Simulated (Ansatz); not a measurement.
# BAs (F-43m) in Ansatz: notebook

Aim: see how the results for BAs move with the level of theory and the settings. Levels: PBE, LDA, PBEsol. Tasks: single point, relaxation of cell and atoms.

All numbers are computed with Ansatz 0.2.0; they aren't measurements. Logs are shortened: lines on timing, memory, paths and dates and some standing lists are left out, and cuts for length are marked.

## 1. The crystal as given

Symmetry: F-43m, No. 216, cubic system. Conventional cell: a = 4.777 Å, b = 4.777 Å, c = 4.777 Å, α = 90.00°, β = 90.00°, γ = 90.00°. As (site symmetry -43m) is surrounded by 4 B at 2.07 Å. B (site symmetry -43m) is surrounded by 4 As at 2.07 Å.

## 2. Single point, PBE

The input, input.yaml:

```yaml
crystal:
  lattice:
    - [0.0, 2.3885, 2.3885]
    - [2.3885, 0.0, 2.3885]
    - [2.3885, 2.3885, 0.0]
  atoms:
    - { symbol: As, position: [0.75, 0.75, 0.75] }
    - { symbol: B, position: [0.0, 0.0, 0.0] }
hamiltonian:
  xc: pbe
  pseudopotentials: { kind: paw }
kpoints:
  mp_grid: { grid: [10, 10, 10] }
scf:
  occupations: { method: gaussian, width: 0.03 }
output:
  forces: true
  stress: true
  eigenvalues: true
  write_density: true
  write_potential: true
  elf: true
  volumetric_format: npy
```

Potentials or basis: Ansatz PAW.

Run with:

```bash
$ ansatz run input.yaml --threads 2 --pin off --max-ram 5632MiB --backend cpu --events-out ev --progress --plain --runs-dir out
```

Log:

```text
Warning: RAYON_NUM_THREADS=2 ignored (pool sized by the plan → 2); use --threads N
Engine: ansatz 0.2.0, x86_64-unknown-linux-gnu
Pseudopotentials: kind: paw
Pseudopotential: As, paw, valence charge 15, recommended cutoff 420 eV (normal), As.paw.azcp
Pseudopotential: B, paw, valence charge 3, recommended cutoff 420 eV (normal), B.paw.azcp
Functional definition: PBE
  parameter kappa = 0.804
  parameter beta = 0.06672455060314922
  exchange = pbe_x(kappa = kappa, mu = beta*pi^2/3)
  correlation = pbe_c(beta = beta)
Crystal: 2 atoms, lattice volume = 27.252 Å³
Basis set: ecut = 420 eV, 531 PW (Γ), exchange–correlation on 48×48×48 points (8 copies of the dense FFT grid, shifted against one another)
Bands: 13, of which v1, the nominal top of the filled ones, is band 9 counted from 1 (8 counted from 0)
Symmetry: 24 space group operations
Space group: F-43m (ITA 216), of the structure as read, at distance tolerance 3.0e-5 Å
k-points: 47 of 1000 (time reversal used)
Non-local potential: As, projectors of the file, l = 0: 2, l = 1: 2, l = 2: 3, l = 3: 1
Non-local potential: B, projectors of the file, l = 0: 2, l = 1: 2, l = 2: 1
PAW form: soft (Blöchl's): semilocal exchange-correlation on the pseudo side does not see the compensation charge
PAW one-centre angular grid: As, 590 points (default); XC on 64 Gauss nodes
PAW one-centre angular grid: B, 110 points (default); XC on 64 Gauss nodes
Initial density: superposition of atomic densities (neutral atoms: chi_scale 0, normalization atom), corrected by the library's trained network
Initial wavefunctions: pseudopotential atomic-orbital guess
Functional: x = pbe(κ = 0.804, μ = 0.2195149727645171), c = pbe(β = 0.06672455060314922)
SCF iter   1: F=—  HF=-5012.100140 eV  |F-HF|=—  |Δ(HF+E_count)|=         —  Δρ=7.95e-4  dr2=1.01e-4  ethr=1.77e-3  ⟨swp⟩=6.0  Hψ=3411  notcnv=0
preconditioner: auto → none  [insulator: Δε(μ)=1.185 eV  Ē_g=12.413 eV  σ=0.030 eV  W_gap=1.00  n_scr=8 (ndim 8)  ℏωp=20.1 eV  f_vac=0.001  D(μ)=0.00/eV (n_scr^D=0)  ε∞_Penn≈3.6]
SCF iter   2: F=—  HF=-5012.100233 eV  |F-HF|=—  |Δ(HF+E_count)|=   9.30e-5  Δρ=4.43e-4  dr2=3.18e-5  ethr=5.63e-7  ⟨swp⟩=2.9  Hψ=1496  notcnv=0
SCF iter   3: F=—  HF=-5012.100259 eV  |F-HF|=—  |Δ(HF+E_count)|=   2.56e-5  Δρ=2.44e-4  dr2=5.48e-6  ethr=1.77e-7  ⟨swp⟩=2.3  Hψ=976  notcnv=0
SCF iter   4: F=—  HF=-5012.100282 eV  |F-HF|=—  |Δ(HF+E_count)|=   2.35e-5  Δρ=4.83e-5  dr2=7.39e-7  ethr=3.04e-8  ⟨swp⟩=2.7  Hψ=1034  notcnv=0
iter 5 did not close the SCF: its close was put off for the readings that it lacked (scf_convergence_deferred on its scf_iter line)
SCF iter   5: F=-5012.100282 eV  HF=-5012.100282 eV  |F-HF|=3.64e-8  |Δ(HF+E_count)|=   3.66e-9  Δρ=1.40e-5  dr2=5.77e-8  ethr=4.11e-9  ⟨swp⟩=2.0  Hψ=1036  notcnv=0
SCF iter   6: F=-5012.100282 eV  HF=-5012.100282 eV  |F-HF|=1.03e-8  |Δ(HF+E_count)|=   2.72e-9  Δρ=5.07e-6  dr2=6.32e-9  ethr=3.20e-10  ⟨swp⟩=5.1  Hψ=2948  notcnv=0
SCF 1 converged in 6 iterations: F = -5012.100282 eV  dr2 = 6.32e-9
SCF converged after 6 iterations
Free energy (F): -5012.100282 eV
Harris-Foulkes:  -5012.100282 eV  (|F-HF|=1.03e-8)
Internal energy: -5012.100282 eV  (E = F + TS)
E sigma→0 (E₀):  -5012.100282 eV
Fermi energy:    11.717610 eV
--- Per-component energies (eV) ---
  E_band       = -210.288437
  E_kinetic    = 152.077916
  E_local      = -1693.918667  (includes V_loc(G=0)·N_el)
  E_nonlocal   = -657.791830
  E_hartree    = 940.035482
  E_xc         = -111.431445
  E_vxc        = -117.663126  (∫ρ·V_xc dr)
  E_paw        = -1915.296748  (= ΣΔE_a)
  E_vpaw       = 226.939746  (= ΣTr[D̂ρ^β])
  E_aug_tail   = 0.000007  (compensation charges beyond the density's cutoff)
  E_ewald      = -1725.774997
  E_smearing   = -0.000000  (= −TS)
  E_closure    = 0.000000  (closes the sum)
  Σ components = -5012.100282   (vs F -5012.100282, Δ=0.00e0)
--- Forces (eV/Å), atoms counted from 1 ---
  atom   1  As    -0.00000000     0.00000000     0.00000000
  atom   2  B     -0.00000000     0.00000000    -0.00000000
  max |Σ_I F_I| component: 5.19e-16 eV/Å
--- Stress (GPa, compression-positive) ---
        2.768976      -0.000000       0.000000
        0.000000       2.768976       0.000000
       -0.000000       0.000000       2.768976
  P = ⅓ Tr σ = 2.7690 GPa (27.690 kbar)
--- Band table (eV; the first three rows and the last of 47) ---
  k-point 0: bands = ["-24.6853", "-24.6853", "-24.6853", "-24.6630", "-24.6630", "-4.2776", "11.1258", "11.1258", "11.1258", "14.4068", "14.4068", "14.4068", "15.7993"]
  k-point 1: bands = ["-24.6850", "-24.6845", "-24.6845", "-24.6629", "-24.6629", "-4.1133", "9.7311", "10.8247", "10.8247", "14.5513", "14.8042", "14.8042", "16.6770"]
  k-point 2: bands = ["-24.6842", "-24.6827", "-24.6827", "-24.6626", "-24.6626", "-3.6289", "7.3682", "10.2508", "10.2508", "14.3338", "15.5229", "15.5229", "18.3088"]
  k-point 46: bands = ["-24.6837", "-24.6763", "-24.6697", "-24.6661", "-24.6595", "0.0472", "3.0160", "5.7739", "6.0280", "15.6618", "15.9932", "18.9577", "19.0721"]
```

rho_z.tsv:

```text
# z_ang	rho[e/angstrom^3]
# format = ansatz-planar-average/11
# lattice	0.000000000	2.388500000	2.388500000
# lattice	2.388500000	0.000000000	2.388500000
# lattice	2.388500000	2.388500000	0.000000000
# sites	2
# site	33	3.582750000	3.582750000	3.582750000
# site	5	0.000000000	0.000000000	0.000000000
0.000000	4.552541e-1
0.140744	3.769012e-1
0.281487	3.229800e-1
0.422231	2.804779e-1
0.562975	2.446519e-1
0.703719	2.151346e-1
[... 16 lines left out ...]
3.096362	7.910842e-1
3.237105	5.824387e-1
```

It took 2.9 s on 2 threads of Intel Xeon at 2.70GHz, shared host; peak memory 0.33 GiB.

Results:

| Item | Value |
| --- | --- |
| Free energy | -5012.1003 eV |
| Pressure | 2.8 GPa |
| Band gap on the k mesh | 1.18 eV, indirect (least direct gap 3.28 eV) |

Levels at points of the mesh, in eV from the valence-band top:
```csv
k point,band 5,band 6,band 7,band 8,band 9,band 10,band 11,band 12,band 13
"(0.00, 0.00, 0.00)",-35.79,-15.40,0.00,0.00,0.00,3.28,3.28,3.28,4.67
"(0.00, 0.00, -0.50)",-35.79,-12.53,-8.78,-1.82,-1.82,2.69,4.79,4.79,8.89
"(0.00, -0.50, -0.50)",-35.78,-11.22,-8.52,-4.07,-4.07,1.44,1.45,11.39,11.39
```

A k mesh can miss the band edges. As with any semilocal functional, this PBE gap is likely too small.

## 3. Relaxation of cell and atoms, LDA

Changes to input.yaml since step 2:

```diff
@@ -9,3 +9,3 @@
 hamiltonian:
-  xc: pbe
+  xc: lda
   pseudopotentials: { kind: paw }
@@ -14,3 +14,3 @@
 scf:
-  occupations: { method: gaussian, width: 0.03 }
+  occupations: { method: fermi_dirac, width: 0.05 }
 output:
@@ -23 +23,5 @@
   volumetric_format: npy
+relax:
+  f_tol: 0.01
+  max_steps: 40
+  cell: { stress_tol: 0.05 }
```

Potentials or basis: Ansatz PAW.

Run with:

```bash
$ ansatz run input.yaml --threads 2 --pin off --max-ram 5632MiB --backend cpu --events-out ev --progress --plain --runs-dir out
```

It took 6 s on 2 threads of Intel Xeon at 2.70GHz, shared host; peak memory 0.34 GiB.

The run converged. Its results:

| Item | Value |
| --- | --- |
| Free energy | -4923.5287 eV |
| Relaxed volume | 13.24 Å³/atom |
| Relaxed cell | a = 3.346 Å, b = 3.346 Å, c = 3.346 Å, α = 60.00°, β = 60.00°, γ = 60.00° |
| Space group after relaxing (to 0.05 Å) | F-43m (No. 216) |
| Energy gained by relaxing | 4.8 meV/atom |
| Ionic steps | 4 |
| Pressure after relaxing | 0.0 GPa |
| Band gap on the k mesh | 1.10 eV, indirect (least direct gap 3.29 eV) |

Step by step:
| step | energy change (eV) | largest force (eV/Å) | volume (Å³) |
| --- | --- | --- | --- |
| 1 | 0.0000 | 0.0000 | 27.25 |
| 2 | -0.0092 | 0.0000 | 26.69 |
| 3 | -0.0100 | 0.0000 | 26.49 |
| 4 | -0.0095 | 0.0000 | 26.49 |

Final structure:
```cif
data_structure
_symmetry_space_group_name_H-M 'P 1'
_symmetry_Int_Tables_number 1
_cell_length_a 3.3459
_cell_length_b 3.3459
_cell_length_c 3.3459
_cell_angle_alpha 60.000
_cell_angle_beta 60.000
_cell_angle_gamma 60.000
_cell_volume 26.49
loop_
_atom_site_label
_atom_site_type_symbol
_atom_site_fract_x
_atom_site_fract_y
_atom_site_fract_z
_atom_site_occupancy
As1 As 0.75000 0.75000 0.75000 1
B1 B 0.00000 0.00000 0.00000 1
```

Levels at points of the mesh, in eV from the valence-band top:
```
             k point  band 6  band 7  band 8  band 9  band 10  band 11  band 12  band 13
  (0.00, 0.00, 0.00)  -15.65    0.00    0.00    0.00     3.29     3.29     3.29     5.01
 (0.00, 0.00, -0.50)  -12.70   -8.95   -1.86   -1.86     2.84     4.80     4.80     8.78
(0.00, -0.50, -0.50)  -11.39   -8.57   -4.19   -4.19     1.32     1.40    11.53    11.53
```

Caveat: the plane-wave basis is chosen anew once the cell has moved, so the energies of steps on either side of that aren't comparable; the PAW data sets come from PBE, with cores solved anew for the run's functional, which leaves a small shift of forces and pressure. Zero-point motion and thermal expansion aren't in these numbers.

## 4. Relaxation of cell and atoms, PBEsol

Changes to input.yaml since step 3:

```diff
@@ -9,3 +9,3 @@
 hamiltonian:
-  xc: lda
+  xc: pbesol
   pseudopotentials: { kind: paw }
@@ -19,6 +19,2 @@
   eigenvalues: true
-  write_density: true
-  write_potential: true
-  elf: true
-  volumetric_format: npy
 relax:
```

Run with:

```bash
$ ansatz run input.yaml --threads 2 --pin off --max-ram 5632MiB --backend cpu --events-out ev --progress --plain --runs-dir out
```

Wall time 8.4 s (2 threads of Intel Xeon at 2.70GHz, shared host); peak memory 0.34 GiB.

The run converged. Its results:

| Item | Value |
| --- | --- |
| Free energy | -4965.7674 eV |
| Relaxed volume | 13.55 Å³/atom |
| Relaxed cell | a = 3.371 Å, b = 3.371 Å, c = 3.371 Å, α = 60.00°, β = 60.00°, γ = 60.00° |
| Space group after relaxing (to 0.05 Å) | F-43m (No. 216) |
| Energy gained by relaxing | 0.2 meV/atom |
| Ionic steps | 4 |
| Pressure after relaxing | 0.0 GPa |
| Band gap on the k mesh | 1.08 eV, indirect (least direct gap 3.25 eV) |

The path:
| step | energy change (eV) | largest force (eV/Å) | volume (Å³) |
| --- | --- | --- | --- |
| 1 | 0.0000 | 0.0000 | 27.25 |
| 2 | -0.0004 | 0.0000 | 27.14 |
| 3 | -0.0005 | 0.0000 | 27.10 |
| 4 | -0.0004 | 0.0000 | 27.10 |

Final structure:
```
CELL_PARAMETERS angstrom
0.00000 2.38394 2.38394
2.38394 0.00000 2.38394
2.38394 2.38394 0.00000
ATOMIC_POSITIONS crystal
As 0.75000 0.75000 0.75000
B 0.00000 0.00000 0.00000
```

Levels at points of the mesh, in eV from the valence-band top:
```
             k point  band 7  band 8  band 9  band 10  band 11  band 12
  (0.00, 0.00, 0.00)    0.00    0.00    0.00     3.25     3.25     3.25
 (0.00, 0.00, -0.50)   -8.86   -1.84   -1.84     2.68     4.75     4.75
(0.00, -0.50, -0.50)   -8.55   -4.12   -4.12     1.31     1.34    11.42
```

Caveat: the plane-wave basis is chosen anew once the cell has moved, so the energies of steps on either side of that aren't comparable; the PAW data sets come from PBE, with cores solved anew for the run's functional, which leaves a small shift of forces and pressure. A k mesh can miss the band edges.

## 5. The runs side by side

| task | level | cell | smearing | gap on the mesh (eV) | pressure (GPa) | relaxed volume (Å³/atom) |
| --- | --- | --- | --- | --- | --- | --- |
| single point | PBE | as given | gaussian 0.03 eV | 1.18 | 2.8 | - |
| relaxation of cell and atoms | LDA | relaxed | fermi-dirac 0.05 eV | 1.10 | 0.0 | 13.24 |
| relaxation of cell and atoms | PBEsol | relaxed | fermi-dirac 0.05 eV | 1.08 | 0.0 | 13.55 |

Alike in all rows: potentials or basis Ansatz PAW; no spin polarisation; k mesh 10 × 10 × 10; cutoff (eV) 420.

Caveats: the plane-wave basis is chosen anew once the cell has moved, so the energies of steps on either side of that aren't comparable (some runs); the PAW data sets come from PBE, with cores solved anew for the run's functional, which leaves a small shift of forces and pressure (some runs).

Total energies depend on the potentials used, so only differences within one code and one set of settings carry meaning.
